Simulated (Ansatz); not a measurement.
# BeSe: the cost of one run

Program: Ansatz 0.2.0. Level of theory: DFT PBE, scalar-relativistic, plane waves, PAW. These are calculated values, not measurements.

**1. The system as given**

The structure is cubic, space group F-43m (No. 216). The conventional cell has a = 5.168 Å, b = 5.168 Å, c = 5.168 Å, α = 90.00°, β = 90.00°, γ = 90.00°. Be (site symmetry -43m) has 4 Se at 2.24 Å as nearest neighbours. Se (site symmetry -43m) is surrounded by 4 Be at 2.24 Å.

Structure file:

```
CELL_PARAMETERS angstrom
0.00000 2.58397 2.58397
2.58397 0.00000 2.58397
2.58397 2.58397 0.00000
ATOMIC_POSITIONS crystal
Be 0.00000 0.00000 0.00000
Se 0.25000 0.25000 0.25000
```

This is candidate A: structure listed in a database for this formula (F-43m, No. 216).

(A quick probe on a coarse mesh, which set the mesh and smearing, is not shown.)

**3. The relaxation (candidate A)**

The input, input.yaml:

```yaml
crystal:
  lattice:
    - [0.0, 2.5839687382, 2.5839687382]
    - [2.5839687382, 0.0, 2.5839687382]
    - [2.5839687382, 2.5839687382, 0.0]
  atoms:
    - { symbol: Be, position: [0.0, 0.0, 0.0] }
    - { symbol: Se, position: [0.25, 0.25, 0.25] }
basis:
  ecutwfc: 420
kpoints:
  mp_grid: { grid: [8, 8, 8] }
hamiltonian:
  xc: pbe
scf:
  occupations: { method: gaussian, width: 0.02 }
output:
  forces: true
  stress: true
  eigenvalues: true
relax:
  adjacent_minimum: "off"
  f_tol: 0.01
  max_steps: 80
  cell: { stress_tol: 0.05 }
```

Command:

```console
$ ansatz run input.yaml --threads 1 --pin off --max-ram 2560MiB --backend cpu --events-out ev --progress --plain --runs-dir out
```

Q: Estimate wall time and peak memory on 1 thread of Arm Neoverse V2, shared host.

About 4.8 s, with a peak of 0.29 GiB.
